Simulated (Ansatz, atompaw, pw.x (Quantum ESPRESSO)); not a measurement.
**pw.x on bcc O: one setting changed**

Potential: PAW, atompaw 4.2.0.5, PBE; core [He], reference 2s2 2p4; waves: 2s (bound): rc 0.84 bohr; 2s channel at 1.5 Ry: rc 0.84 bohr; 2p (bound): rc 1.68 bohr; 2p channel at 0.05 Ry: rc 1.68 bohr; local part: bessel scheme, radius 1.18 bohr; core correction: smooth core density matched at 1.62 bohr; augmentation: besselshape compensation charge, radius 1.44 bohr; PAW radius 1.68 bohr; waves and projectors: custom rrkj gramschmidtortho.

The reference run (k-mesh 18³, cutoffs 70/700 Ry, Fermi–Dirac 0.01 Ry, mixing_beta 0.4, conv_thr 1e-9, no spin) gives 2.46 GPa at 7.756 Å³/atom, where all-electron LAPW gives 1.16 GPa. This run, with its own iteration cap, changes mixing_beta to 0.1.

```
&control
  calculation='scf', prefix='x', pseudo_dir='./', outdir='./tmp', tstress=.true., disk_io='none'
/
&system
  ibrav=0, nat=1, ntyp=1, ecutwfc=70, ecutrho=700, nbnd=10,
  occupations='smearing', smearing='fd', degauss=0.01
/
&electrons
  conv_thr=1e-09, mixing_beta=0.1, electron_maxstep=60
/
ATOMIC_SPECIES
O 1.0 O.UPF
CELL_PARAMETERS angstrom
  -1.24697937 1.24697937 1.24697937
  1.24697937 -1.24697937 1.24697937
  1.24697937 1.24697937 -1.24697937
ATOMIC_POSITIONS crystal
O 0.0000 0.0000 0.0000
K_POINTS automatic
18 18 18 0 0 0
```

```bash
pw.x < O.scf.in > O.scf.out
```

Question: How does the run end?

Answer: It converges in 6 iterations; the free energy moves by +0.0 meV/atom and the pressure by -0.04 GPa. The result is that of the reference run.

```
Message from routine setup:
     using ibrav=0 with symmetry is DISCOURAGED, use correct ibrav instead
     lattice parameter (alat)  =       4.0815  a.u.
     unit-cell volume          =      52.3401 (a.u.)^3
     number of electrons       =         6.00
     number of Kohn-Sham states=           10
     kinetic-energy cutoff     =      70.0000  Ry
     charge density cutoff     =     700.0000  Ry
     scf convergence threshold =      1.0E-09
     Exchange-correlation= SLA PW PBX PBC
     number of k points=   195  Fermi-Dirac smearing, width (Ry)=  0.0100
     iteration #  1     ecut=    70.00 Ry     beta= 0.10
     total energy              =     -41.33877768 Ry
     estimated scf accuracy    <       0.00014718 Ry
     iteration #  2     ecut=    70.00 Ry     beta= 0.10
     total energy              =     -41.33806566 Ry
     estimated scf accuracy    <       0.00010461 Ry
     iteration #  3     ecut=    70.00 Ry     beta= 0.10
     total energy              =     -41.33782757 Ry
     estimated scf accuracy    <       0.00003962 Ry
     iteration #  4     ecut=    70.00 Ry     beta= 0.10
     total energy              =     -41.33784487 Ry
     estimated scf accuracy    <       0.00000011 Ry
     iteration #  5     ecut=    70.00 Ry     beta= 0.10
     total energy              =     -41.33784295 Ry
     estimated scf accuracy    <       0.00000004 Ry
     iteration #  6     ecut=    70.00 Ry     beta= 0.10
     the Fermi energy is     5.3700 ev
!    total energy              =     -41.33784322 Ry
     estimated scf accuracy    <          1.2E-10 Ry
     smearing contrib. (-TS)   =      -0.00413093 Ry
     convergence has been achieved in   6 iterations
          total   stress  (Ry/bohr**3)                   (kbar)     P=       24.22
     Message from routine punch:
     Nothing written, as per user request (disk_io='none')
```

The run took about 11 s on one core of a shared server CPU.
